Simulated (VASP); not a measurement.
Wanted: the native input for a VASP 6.6.1 run.

| Item | Value |
| --- | --- |
| Task | single point |
| Functional | PBE |
| Potentials or basis | VASP PAW PBE potentials, release 64 (Mg, S) |
| Cutoff | 520 eV |
| k mesh | 2 × 2 × 2 |
| Occupations | fermi-dirac, width 0.1 eV |
| Spin | no spin polarisation |
| Dipole correction | no |
| Further INCAR settings | LREAL = Auto; ALGO = Normal; EDIFF = 1e-06; NBANDS = 42 |

The structure of Mg8S7 (a cell with a defect) lies in POSCAR:

```
Mg8S7
1.0
    0.0000000000      5.2477720000      5.2477720000
    5.2477720000      0.0000000000      5.2477720000
    5.2477720000      5.2477720000      0.0000000000
Mg S
8 7
Direct
    0.0205246150     -0.0045803248     -0.0059416644
   -0.0138920860     -0.0320054873      0.5309316983
   -0.0133940651      0.5304916067     -0.0315844515
   -0.0048538694      0.5038303874      0.5024202652
    0.5016908128     -0.0025325033     -0.0039666357
    0.4963022403      0.0310811903      0.4681861178
    0.4967295645      0.4701784872      0.0291499897
    0.5109101539      0.5051103592      0.5037667414
    0.2358337024      0.2508002444      0.2487170746
    0.2587578119      0.2585647776      0.7430778243
    0.2588782439      0.7445521642      0.2569398975
    0.7560014993      0.2500288694      0.2491065732
    0.7613651089      0.2417047654      0.7546740788
    0.7614169404      0.7561312687      0.2400537790
    0.3162731727      0.7502744974      0.7482843195
```

The input as run:

INCAR

```
SYSTEM = Mg8S7
  ALGO = Normal
  EDIFF = 1E-6
  ENCUT = 520
  GGA = PE
  ISIF = 2
  ISMEAR = -1
  LASPH = .True.
  LCHARG = .False.
  LREAL = Auto
  LWAVE = .False.
  NBANDS = 42
  NELM = 100
  PREC = Accurate
  SIGMA = 0.1
```

KPOINTS

```
k-points
0
Gamma
  2 2 2
  0 0 0
```

Potentials or basis: VASP PAW PBE potentials, release 64 (Mg, S).

Command:

```console
$ cat potpaw_PBE.64/Mg/POTCAR potpaw_PBE.64/S/POTCAR > POTCAR
$ mpirun -np 1 vasp_std > vasp.out
```

It gave:

```json
{
 "Pressure": "-1.3 GPa",
 "Largest force": "0.697 eV/Å",
 "Band gap on the k mesh": "0.58 eV, direct"
}
```

Caveat: the k mesh is coarse (spacing up to 0.52 Å⁻¹), so the values aren't converged.

Run time: 110 s on 1 thread of AMD EPYC 9R45 (Zen 5) (shared host), peak memory 0.38 GiB.
